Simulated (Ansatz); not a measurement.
An ideal cubic perovskite cell is held by its symmetry; such compounds can tilt or shift off centre at room temperature.

The decay constant κ of evanescent states in the gap governs leakage through a thin film.

Given:

```yaml
crystal:
  lattice:
    - [3.78295, 0.00000, 0.00000]
    - [0.00000, 3.78295, 0.00000]
    - [0.00000, 0.00000, 3.78295]
  atoms:
    - { symbol: La, position: [0.50000, 0.50000, 0.50000] }
    - { symbol: Al, position: [0.00000, 0.00000, 0.00000] }
    - { symbol: O, position: [0.00000, 0.50000, 0.00000] }
    - { symbol: O, position: [0.50000, 0.00000, 0.00000] }
    - { symbol: O, position: [0.00000, 0.00000, 0.50000] }
```

The cell is taken as given; by r2SCAN it stands under a pressure of 0.7 GPa.

Transport runs along the normal of the first two printed cell vectors, the (001) plane of the conventional cell.

No gap correction and no spin-orbit coupling; mid-gap is the computed energy nearest the middle.

Q: Compute, with r2SCAN in Ansatz (a program for electronic structure), the band gap and the smallest decay constant κ at mid-gap.

A: Gap 4.02 eV on a 8×8×8 mesh; κ = 0.388 1/Å, at the zone centre.
